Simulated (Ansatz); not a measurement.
In SrO (rock salt type) the Sr atom of the primitive cell, with all its periodic images, is moved by 0.02 Å along x.

```
Sr O
1.0
     0.00000    2.60000    2.60000
     2.60000    0.00000    2.60000
     2.60000    2.60000    0.00000
Sr O
1 1
Cartesian
  0.0200 0.0000 0.0000
  2.6000 2.6000 2.6000
```

All numbers below come from PBE, plane waves, PAW datasets (generated hard set) (Ansatz 0.2.0 development build).

Cutoff 700 eV; k-mesh 8×8×8 Γ-centred; Fermi–Dirac smearing of 0.1 eV; no spin polarisation.

(1) What force results, and what does it mean for the zone-centre vibration?

## Answers

(1) The force on it along the displacement is -0.0352 eV/Å, a force constant of 1.76 eV/Å². With the reduced mass of 13.53 u the zone-centre optical mode lies at 188 cm⁻¹ (5.64 THz) in this finite-step estimate.

| atom | Fx (eV/Å) | Fy (eV/Å) | Fz (eV/Å) |
| --- | --- | --- | --- |
| Sr1 | -0.0352 | 0.0000 | 0.0000 |
| O2 | 0.0352 | 0.0000 | 0.0000 |

The k-mesh is modest, so these values aren't fully converged in k.
